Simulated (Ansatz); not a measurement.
# Ge: what a guessed cell relaxes into, part 2 of 2

The task: take a trial cell of Ge to zero force and stress.

Ansatz 0.2.0; DFT PBE, scalar-relativistic, plane waves, PAW. Earlier steps stand in the parts before.

## Step 4: Final relaxation

The end of the coarse run is made exact in the group found at a tolerance of 0.06 Å and reduced to its primitive cell.

input.yaml

```yaml
crystal:
  lattice:
    - [2.3497182811, -4.4741178938, 0.0]
    - [2.3497182811, 4.4741178938, 0.0]
    - [0.0, 0.0, 7.507769728]
  atoms:
    - { symbol: Ge, position: [0.5, 0.5, 0.75] }
    - { symbol: Ge, position: [0.5, 0.5, 0.25] }
    - { symbol: Ge, position: [0.3214216477, 0.1074767819, 0.5] }
    - { symbol: Ge, position: [0.6785783523, 0.8925232181, 0.5] }
    - { symbol: Ge, position: [0.1074767819, 0.3214216477, 0.0] }
    - { symbol: Ge, position: [0.8925232181, 0.6785783523, 0.0] }
basis:
  ecutwfc: 420
kpoints:
  mp_grid: { grid: [10, 10, 6] }
hamiltonian:
  xc: pbe
scf:
  occupations: { method: gaussian, width: 0.1 }
output:
  forces: true
  stress: true
  eigenvalues: true
relax:
  adjacent_minimum: "off"
  f_tol: 0.01
  max_steps: 80
  cell: { stress_tol: 0.05 }
```

On the command line:

```sh
> ansatz run input.yaml --threads 1 --pin off --max-ram 2560MiB --backend cpu --events-out ev --progress --plain --runs-dir out
```

The program printed:

```text
Warning: RAYON_NUM_THREADS=1 ignored (pool sized by the plan → 1); use --threads N
Engine: ansatz 0.2.0, x86_64-unknown-linux-gnu
Pseudopotentials: kind: paw
Pseudopotential: Ge, paw, valence charge 14, recommended cutoff 420 eV (normal), Ge.paw.azcp
Functional definition: PBE
  parameter kappa = 0.804
  parameter beta = 0.06672455060314922
  exchange = pbe_x(kappa = kappa, mu = beta*pi^2/3)
  correlation = pbe_c(beta = beta)
Crystal: 6 atoms, lattice volume = 157.857 Å³
Basis set: ecut = 420 eV, 3073 PW (Γ), exchange–correlation on 72×72×108 points (8 copies of the dense FFT grid, shifted against one another)
Bands: 51, of which v1, the nominal top of the filled ones, is band 42 counted from 1 (41 counted from 0)
Symmetry: 8 space group operations
Space group: Cccm (ITA 66), of the structure as read, at distance tolerance 5.4e-5 Å
k-points: 124 of 600
Non-local potential: Ge, projectors of the file, l = 0: 2, l = 1: 2, l = 2: 3, l = 3: 1
PAW form: soft (Blöchl's): semilocal exchange-correlation on the pseudo side does not see the compensation charge
PAW one-centre angular grid: Ge, 590 points (default); XC on 64 Gauss nodes
Initial density: superposition of atomic densities (neutral atoms: chi_scale 0, normalization atom), corrected by the library's trained network
Initial wavefunctions: pseudopotential atomic-orbital guess
Functional: x = pbe(κ = 0.804, μ = 0.2195149727645171), c = pbe(β = 0.06672455060314922)
SCF iter   1: F=—  HF=-25768.083293 eV  |F-HF|=—  |Δ(HF+E_count)|=         —  Δρ=1.71e-3  dr2=3.67e-3  ethr=1.77e-3  ⟨swp⟩=6.2  Hψ=22646  notcnv=0  defer=6
preconditioner: auto → LDOS  [metal: Δε(μ)=0.013 eV  Ē_g=22.029 eV  σ=0.100 eV  W_gap=0.08  n_scr=34 (ndim 8)  ℏωp=27.1 eV  f_vac=0.124  D(μ)=3.31/eV (n_scr^D=22)  β→1.0]
SCF iter   2: F=—  HF=-25768.082528 eV  |F-HF|=—  |Δ(HF+E_count)|=   7.65e-4  Δρ=7.66e-4  dr2=8.04e-4  ethr=4.37e-6  ⟨swp⟩=2.0  Hψ=12542  notcnv=0  defer=8
SCF iter   3: F=—  HF=-25768.082156 eV  |F-HF|=—  |Δ(HF+E_count)|=   3.71e-4  Δρ=2.55e-4  dr2=7.50e-5  ethr=9.57e-7  ⟨swp⟩=2.0  Hψ=11260  notcnv=0  defer=8
SCF iter   4: F=—  HF=-25768.082090 eV  |F-HF|=—  |Δ(HF+E_count)|=   6.63e-5  Δρ=7.51e-5  dr2=9.67e-6  ethr=8.92e-8  ⟨swp⟩=2.0  Hψ=11251  notcnv=0  defer=8
SCF iter   5: F=—  HF=-25768.082106 eV  |F-HF|=—  |Δ(HF+E_count)|=   1.55e-5  Δρ=2.37e-5  dr2=7.58e-7  ethr=1.15e-8  ⟨swp⟩=3.0  Hψ=11535  notcnv=0  defer=8
SCF iter   6: F=-25768.082106 eV  HF=-25768.082106 eV  |F-HF|=3.85e-8  |Δ(HF+E_count)|=   2.17e-8  Δρ=5.57e-6  dr2=5.35e-8  ethr=1.19e-10  ⟨swp⟩=8.3  Hψ=27794  notcnv=0
SCF 1 converged in 6 iterations: F = -25768.082106 eV  dr2 = 5.35e-8
relax step   1: F+E_penalty+E_count = -25768.08210556 eV  Δ(F+E_penalty+E_count) = +0.000e0 eV  max|allowed force component| = 1.496e-1 eV/Å  Δτ_max = 0.0000 Å  P = +0.087 GPa  Ω = 157.857 Å³  (6 SCF iters, dr2 threshold 1.00e-7 eV, accepted)
Crystal: 6 atoms, lattice volume = 155.575 Å³
Basis set: ecut = 420 eV, 3053 PW (Γ), exchange–correlation on 72×72×108 points (8 copies of the dense FFT grid, shifted against one another)
Initial density: handed on by an earlier stage of this run
Initial wavefunctions: those handed on with the density
iter 1 solved again at ethr=2.68e-6 eV; its pass at ethr=3.10e-3 eV (dr2=2.25e-3 eV) is discarded
SCF iter   1: F=—  HF=-25768.107245 eV  |F-HF|=—  |Δ(HF+E_count)|=         —  Δρ=1.60e-3  dr2=2.23e-3  ethr=2.68e-6  ⟨swp⟩=2.0  Hψ=33232  notcnv=0
preconditioner: auto → LDOS  [metal: Δε(μ)=0.004 eV  Ē_g=22.033 eV  σ=0.100 eV  W_gap=0.02  n_scr=34 (ndim 8)  ℏωp=27.3 eV  f_vac=0.114  D(μ)=2.88/eV (n_scr^D=22)  β→1.0]
SCF iter   2: F=—  HF=-25768.107138 eV  |F-HF|=—  |Δ(HF+E_count)|=   1.07e-4  Δρ=3.24e-4  dr2=2.01e-4  ethr=2.66e-6  ⟨swp⟩=3.0  Hψ=11775  notcnv=0
SCF iter   3: F=—  HF=-25768.107102 eV  |F-HF|=—  |Δ(HF+E_count)|=   3.63e-5  Δρ=1.29e-4  dr2=4.63e-5  ethr=2.39e-7  ⟨swp⟩=2.0  Hψ=11551  notcnv=0
SCF iter   4: F=—  HF=-25768.107087 eV  |F-HF|=—  |Δ(HF+E_count)|=   1.48e-5  Δρ=3.72e-5  dr2=3.67e-6  ethr=5.51e-8  ⟨swp⟩=2.7  Hψ=11376  notcnv=0
SCF iter   5: F=-25768.107086 eV  HF=-25768.107087 eV  |F-HF|=5.59e-7  |Δ(HF+E_count)|=   3.63e-7  Δρ=1.49e-5  dr2=3.93e-7  ethr=7.14e-10  ⟨swp⟩=6.1  Hψ=26707  notcnv=0
SCF 2 converged in 5 iterations: F = -25768.107086 eV  dr2 = 3.93e-7
relax step   2: F+E_penalty+E_count = -25768.10708635 eV  Δ(F+E_penalty+E_count) = -2.498e-2 eV  max|allowed force component| = 2.689e-2 eV/Å  Δτ_max = 0.0385 Å  P = +0.005 GPa  Ω = 155.575 Å³  energy of the carried Pulay correction = +3.204e-4 eV  (5 SCF iters, dr2 threshold 6.00e-7 eV, accepted)
Crystal: 6 atoms, lattice volume = 153.907 Å³
Basis set: ecut = 420 eV, 3045 PW (Γ), exchange–correlation on 72×72×108 points (8 copies of the dense FFT grid, shifted against one another)
iter 1 solved again at ethr=1.56e-6 eV; its pass at ethr=3.10e-3 eV (dr2=1.31e-3 eV) is discarded
SCF iter   1: F=—  HF=-25768.114915 eV  |F-HF|=—  |Δ(HF+E_count)|=         —  Δρ=1.08e-3  dr2=1.26e-3  ethr=1.56e-6  ⟨swp⟩=2.0  Hψ=33405  notcnv=0
preconditioner: auto → LDOS  [metal: Δε(μ)=0.004 eV  Ē_g=22.049 eV  σ=0.100 eV  W_gap=0.02  n_scr=34 (ndim 8)  ℏωp=27.4 eV  f_vac=0.107  D(μ)=2.50/eV (n_scr^D=14)  β→1.0]
SCF iter   2: F=—  HF=-25768.115078 eV  |F-HF|=—  |Δ(HF+E_count)|=   1.63e-4  Δρ=2.45e-4  dr2=1.46e-4  ethr=1.50e-6  ⟨swp⟩=2.2  Hψ=8558  notcnv=0
SCF iter   3: F=—  HF=-25768.115034 eV  |F-HF|=—  |Δ(HF+E_count)|=   4.46e-5  Δρ=9.66e-5  dr2=2.57e-5  ethr=1.74e-7  ⟨swp⟩=2.0  Hψ=11292  notcnv=0
SCF iter   4: F=—  HF=-25768.115026 eV  |F-HF|=—  |Δ(HF+E_count)|=   7.52e-6  Δρ=2.78e-5  dr2=1.94e-6  ethr=3.05e-8  ⟨swp⟩=2.3  Hψ=11758  notcnv=0
SCF iter   5: F=-25768.115026 eV  HF=-25768.115026 eV  |F-HF|=2.00e-7  |Δ(HF+E_count)|=   2.43e-7  Δρ=9.49e-6  dr2=1.64e-7  ethr=7.14e-10  ⟨swp⟩=5.7  Hψ=26755  notcnv=0
SCF 3 converged in 5 iterations: F = -25768.115026 eV  dr2 = 1.64e-7
relax step   3: F+E_penalty+E_count = -25768.11502564 eV  Δ(F+E_penalty+E_count) = -7.939e-3 eV  max|allowed force component| = 4.288e-2 eV/Å  Δτ_max = 0.0147 Å  P = +0.066 GPa  Ω = 153.907 Å³  energy of the carried Pulay correction = +5.575e-4 eV  (5 SCF iters, dr2 threshold 6.00e-7 eV, accepted)
Crystal: 6 atoms, lattice volume = 154.785 Å³
Basis set: ecut = 420 eV, 3061 PW (Γ), exchange–correlation on 72×72×108 points (8 copies of the dense FFT grid, shifted against one another)
iter 1 solved again at ethr=2.77e-7 eV; its pass at ethr=3.10e-3 eV (dr2=2.32e-4 eV) is discarded
SCF iter   1: F=—  HF=-25768.116275 eV  |F-HF|=—  |Δ(HF+E_count)|=         —  Δρ=3.55e-4  dr2=1.34e-4  ethr=2.77e-7  ⟨swp⟩=3.0  Hψ=32300  notcnv=0
preconditioner: auto → LDOS  [metal: Δε(μ)=0.006 eV  Ē_g=22.044 eV  σ=0.100 eV  W_gap=0.04  n_scr=34 (ndim 8)  ℏωp=27.4 eV  f_vac=0.110  D(μ)=2.61/eV (n_scr^D=14)  β→1.0]
SCF iter   2: F=—  HF=-25768.116273 eV  |F-HF|=—  |Δ(HF+E_count)|=   2.69e-6  Δρ=9.25e-5  dr2=2.11e-5  ethr=1.60e-7  ⟨swp⟩=3.0  Hψ=11700  notcnv=0
SCF iter   3: F=—  HF=-25768.116251 eV  |F-HF|=—  |Δ(HF+E_count)|=   2.18e-5  Δρ=3.30e-5  dr2=3.14e-6  ethr=2.51e-8  ⟨swp⟩=2.0  Hψ=11375  notcnv=0
SCF iter   4: F=—  HF=-25768.116250 eV  |F-HF|=—  |Δ(HF+E_count)|=   7.65e-7  Δρ=7.28e-6  dr2=1.43e-7  ethr=3.74e-9  ⟨swp⟩=3.0  Hψ=11736  notcnv=0
SCF iter   5: F=-25768.116250 eV  HF=-25768.116250 eV  |F-HF|=3.27e-9  |Δ(HF+E_count)|=   2.42e-9  Δρ=1.85e-6  dr2=6.59e-9  ethr=1.37e-10  ⟨swp⟩=4.7  Hψ=20276  notcnv=0
SCF 4 converged in 5 iterations: F = -25768.116250 eV  dr2 = 6.59e-9
relax step   4: F+E_penalty+E_count = -25768.11625027 eV  Δ(F+E_penalty+E_count) = -1.225e-3 eV  max|allowed force component| = 7.719e-3 eV/Å  Δτ_max = 0.0080 Å  P = -0.019 GPa  Ω = 154.785 Å³  energy of the carried Pulay correction = +4.324e-4 eV  (5 SCF iters, dr2 threshold 1.15e-7 eV, accepted)
Initial wavefunctions: pseudopotential atomic-orbital guess (no wavefunctions were taken with the density)
iter 1 solved again at ethr=2.80e-7 eV; its pass at ethr=3.10e-3 eV (dr2=2.35e-4 eV) is discarded
SCF iter   1: F=—  HF=-25768.101044 eV  |F-HF|=—  |Δ(HF+E_count)|=         —  Δρ=6.01e-4  dr2=2.25e-5  ethr=2.80e-7  ⟨swp⟩=2.1  Hψ=35189  notcnv=0
preconditioner: auto → LDOS  [metal: Δε(μ)=0.007 eV  Ē_g=22.045 eV  σ=0.100 eV  W_gap=0.04  n_scr=34 (ndim 8)  ℏωp=27.4 eV  f_vac=0.110  D(μ)=2.61/eV (n_scr^D=14)  β→1.0]
SCF iter   2: F=—  HF=-25768.115814 eV  |F-HF|=—  |Δ(HF+E_count)|=   1.48e-2  Δρ=4.75e-5  dr2=1.06e-5  ethr=2.68e-8  ⟨swp⟩=3.9  Hψ=13089  notcnv=0
SCF iter   3: F=—  HF=-25768.115781 eV  |F-HF|=—  |Δ(HF+E_count)|=   3.31e-5  Δρ=3.45e-5  dr2=1.20e-6  ethr=1.26e-8  ⟨swp⟩=2.0  Hψ=11547  notcnv=0
SCF iter   4: F=—  HF=-25768.115840 eV  |F-HF|=—  |Δ(HF+E_count)|=   5.92e-5  Δρ=1.41e-5  dr2=4.61e-7  ethr=1.42e-9  ⟨swp⟩=2.0  Hψ=11510  notcnv=0
SCF iter   5: F=—  HF=-25768.115842 eV  |F-HF|=—  |Δ(HF+E_count)|=   2.53e-6  Δρ=4.53e-6  dr2=4.08e-8  ethr=5.49e-10  ⟨swp⟩=2.0  Hψ=11552  notcnv=0
SCF iter   6: F=—  HF=-25768.115843 eV  |F-HF|=—  |Δ(HF+E_count)|=   1.39e-7  Δρ=1.11e-6  dr2=2.23e-9  ethr=4.85e-11  ⟨swp⟩=2.0  Hψ=11562  notcnv=0
SCF iter   7: F=—  HF=-25768.115843 eV  |F-HF|=—  |Δ(HF+E_count)|=   4.57e-9  Δρ=2.60e-7  dr2=1.94e-10  ethr=2.65e-12  ⟨swp⟩=2.0  Hψ=11413  notcnv=0
SCF iter   8: F=-25768.115843 eV  HF=-25768.115843 eV  |F-HF|=1.46e-11  |Δ(HF+E_count)|=  2.18e-10  Δρ=1.06e-7  dr2=2.75e-11  ethr=1.00e-12  ⟨swp⟩=4.4  Hψ=22411  notcnv=0
the search or the solves at the SCF's close seem to have found levels that the self-consistency loop had missed (the run counts 2). By its estimate they hold under 1e-12 electrons; where the run keeps them, the occupations were computed again with them
SCF 5 converged in 8 iterations: F = -25768.115843 eV  dr2 = 2.75e-11
relax step   5: F+E_penalty+E_count = -25768.11584258 eV  Δ(F+E_penalty+E_count) = +4.077e-4 eV  max|allowed force component| = 7.706e-3 eV/Å  Δτ_max = 0.0000 Å  P = -0.017 GPa  Ω = 154.785 Å³  stress off target by 4.69e-2 GPa  SCF on the basis re-selected at this cell (its energy is not comparable with the rows above)  (8 SCF iters)
basis re-selected at this cell: Δ(F+E_penalty+E_count) = +4.077e-4 eV, ΔP = +0.002 GPa vs the last step (what re-selecting the basis moved, of the pressure what is left beyond the Pulay correction that the steps carried, after the strain that the cell walked since its last selection, with what the two solves' SCF thresholds leave and, on support functions, any second-order correction that the steps lacked; it is no measure of the basis error at this ecutwfc). This SCF's stress stands 4.69e-2 GPa from its target on what of the cell is left free (relax.cell.stress_tol is 5.00e-2 GPa) and its largest allowed force component is 7.71e-3 eV/Å (relax.f_tol is 1.00e-2 eV/Å): within both
SCF converged after 8 iterations
Free energy (F): -25768.115843 eV
Harris-Foulkes:  -25768.115843 eV  (|F-HF|=1.46e-11)
Internal energy: -25768.102803 eV  (E = F + TS)
E sigma→0 (E₀):  -25768.109323 eV
Entropy (-TS):   -0.013040 eV (-2.173 meV/atom)
Fermi energy:    6.824018 eV
--- Per-component energies (eV) ---
  E_band       = -1019.384810
  E_kinetic    = 661.417029
  E_local      = -15698.550066  (includes V_loc(G=0)·N_el)
  E_nonlocal   = 2501.310035
  E_hartree    = 6879.347292
  E_xc         = -450.508403
  E_vxc        = -383.267425  (∫ρ·V_xc dr)
  E_paw        = -12109.056822  (= ΣΔE_a)
  E_vpaw       = -1858.991077  (= ΣTr[D̂ρ^β])
  E_aug_tail   = 0.002038  (compensation charges beyond the density's cutoff)
  E_ewald      = -7552.063906
  E_smearing   = -0.013040  (= −TS)
  E_closure    = -0.000000  (closes the sum)
  Σ components = -25768.115843   (vs F -25768.115843, Δ=0.00e0)
--- Forces (eV/Å), atoms counted from 1 ---
  atom   1  Ge     0.00000000     0.00000000    -0.00000000
  atom   2  Ge     0.00000000    -0.00000000     0.00000000
  atom   3  Ge     0.00770565    -0.00067722    -0.00000000
  atom   4  Ge    -0.00770565     0.00067722     0.00000000
  atom   5  Ge     0.00770565     0.00067722    -0.00000000
  atom   6  Ge    -0.00770565    -0.00067722     0.00000000
  max |Σ_I F_I| component: 1.11e-16 eV/Å
--- Stress (GPa, compression-positive) ---
       -0.046947       0.000000      -0.000000
        0.000000       0.005026       0.000000
       -0.000000       0.000000      -0.007924
  P = ⅓ Tr σ = -0.0166 GPa (-0.166 kbar)
--- Band table (eV; the first three rows and the last of 124) ---
  k-point 0: bands = ["-17.8253", "-17.8044", "-17.7977", "-17.7889", "-17.7666", "-17.7591", "-17.7528", "-17.7339", "-17.7220", "-17.7220", "-17.7218", "-17.7142", "-17.7036", "-17.6999", "-17.6934", "-17.6903", "-17.6720", "-17.6569", "-17.6262", "-17.6184", "-17.6082", "-17.5906", "-17.5793", "-17.5789", "-17.5475", "-17.5408", "-17.5185", "-17.5175", "-17.5151", "-17.4800", "-5.2246", "-3.4124", "-1.9146", "1.1798", "1.1804", "1.5625", "3.9099", "4.2923", "4.8897", "5.4361", "5.7845", "5.8068", "6.8718", "7.0385", "8.0251", "8.2640", "8.2873", "8.9749", "11.4683", "11.7455", "11.7987"]
  k-point 1: bands = ["-17.8244", "-17.8032", "-17.7971", "-17.7955", "-17.7691", "-17.7603", "-17.7508", "-17.7296", "-17.7262", "-17.7186", "-17.7151", "-17.7091", "-17.7036", "-17.7011", "-17.6928", "-17.6902", "-17.6758", "-17.6633", "-17.6235", "-17.6161", "-17.6065", "-17.5941", "-17.5859", "-17.5821", "-17.5428", "-17.5378", "-17.5186", "-17.5186", "-17.5115", "-17.4820", "-5.1577", "-3.7030", "-1.5170", "1.1850", "1.1855", "1.4157", "3.8762", "4.1998", "4.7256", "5.3276", "5.6676", "5.6700", "6.9351", "7.1812", "8.2529", "8.5448", "8.8483", "9.0623", "11.2604", "11.3631", "11.9306"]
  k-point 2: bands = ["-17.8212", "-17.8063", "-17.8001", "-17.7959", "-17.7743", "-17.7702", "-17.7352", "-17.7305", "-17.7226", "-17.7119", "-17.7110", "-17.7050", "-17.7048", "-17.6955", "-17.6904", "-17.6899", "-17.6826", "-17.6770", "-17.6182", "-17.6136", "-17.6039", "-17.6025", "-17.5957", "-17.5877", "-17.5359", "-17.5335", "-17.5193", "-17.5189", "-17.5044", "-17.4876", "-4.9583", "-4.1948", "-0.7199", "0.9349", "1.1955", "1.1957", "3.8045", "3.9179", "4.7075", "5.0955", "5.4669", "5.4749", "7.0755", "7.3087", "8.8174", "9.2622", "9.4724", "9.8486", "10.7712", "11.2444", "11.4009"]
  k-point 123: bands = ["-17.8201", "-17.8201", "-17.7987", "-17.7987", "-17.7882", "-17.7882", "-17.7628", "-17.7628", "-17.7041", "-17.7041", "-17.7025", "-17.7025", "-17.6752", "-17.6752", "-17.6700", "-17.6700", "-17.6554", "-17.6554", "-17.6506", "-17.6506", "-17.5861", "-17.5861", "-17.5799", "-17.5799", "-17.5475", "-17.5475", "-17.5312", "-17.5312", "-17.4985", "-17.4985", "-3.9179", "-3.9179", "-1.6529", "-1.6529", "0.9025", "0.9025", "4.1488", "4.1488", "4.2755", "4.2755", "6.2875", "6.2875", "9.5250", "9.5250", "10.2622", "10.2622", "10.5375", "10.5375", "10.6507", "10.6507", "11.7240"]
--- Relaxed structure (4 steps of the walk, 4 accepted, 1 SCFs on fresh bases) ---
  F+E_penalty+E_count = -25768.11584258 eV   max|allowed force component| = 7.706e-3 eV/Å   (the final SCF, on the basis selected at the relaxed cell)
  cell:  # Å, volume = 154.7847 Å³
    - [2.2523266413494993, -4.578912438348555, 5.468324278143944e-18]
    - [2.2523266413494993, 4.578912438348555, 5.468324278143933e-18]
    - [1.7472273084208644e-17, -8.762096142066836e-33, 7.5042009275843045]
  atoms:
    - { symbol: Ge, position: [0.5, 0.5, 0.7500000000000001] }
    - { symbol: Ge, position: [0.5, 0.5, 0.25] }
    - { symbol: Ge, position: [0.31479134394937625, 0.09664259366277742, 0.5] }
    - { symbol: Ge, position: [0.6852086560506239, 0.903357406337223, 0.5] }
    - { symbol: Ge, position: [0.09664259366277744, 0.3147913439493763, 3.034177918028832e-19] }
    - { symbol: Ge, position: [0.903357406337223, 0.6852086560506239, -3.0341779180288314e-19] }
```

It took 3.3 min on 1 thread of Intel Xeon Platinum 8488C (Sapphire Rapids), shared host; peak memory 0.91 GiB.

Relaxation path:

```
step  E - E(step 1) (eV/cell)  largest force component (eV/Å)  pressure (GPa)  volume (Å³)
   1                   0.0000                          0.1496            0.09       157.86
   2                  -0.0250                          0.0269            0.00       155.57
   3                  -0.0329                          0.0429            0.07       153.91
   4                  -0.0341                          0.0077           -0.02       154.78
   5                  -0.0337                          0.0077           -0.02       154.78
```

Step 1 is the start. Step 5 repeats the geometry before it on a plane-wave basis chosen anew for that cell, so its energy need not be comparable with the rows above.

Lengths and angles in the start's conventional setting:

|  | before | after | change |
| --- | --- | --- | --- |
| a (Å) | 4.699 | 4.505 | -4.1 % |
| b (Å) | 8.948 | 9.158 | +2.3 % |
| c (Å) | 7.508 | 7.504 | 0.0 % |
| volume (Å³/atom) | 26.31 | 25.80 | -1.9 % |
| shortest distance (Å) | 2.498 | 2.505 | +0.3 % |
| space group (0.01 Å) | Cccm | Cccm | same |

The run keeps the 8 symmetry operations of the start, so it could not have lowered the symmetry.

## Step 5: Summary of results

What follows sums up all 2 parts. Changes of volume or cell count from the first structure of part 1.

| quantity | value |
| --- | --- |
| symmetry at the end (tolerance 0.05 Å) | space group Cccm (No. 66) |
| conventional cell | a = 4.505 Å, b = 9.158 Å, c = 7.504 Å, α = 90.00°, β = 90.00°, γ = 90.00° |
| volume | 25.80 Å³/atom |
| energy over the standard state | +0.30 eV/atom |
| gap on the mesh | none (metal) |

**Reading.** The space group Cccm (No. 66) is kept, and the volume per atom grows by 20.1 % from the first guess. It lies above the element's standard state, so it is metastable at best. No finished test with a distortion of lower symmetry is shown, so the end may be a saddle point.
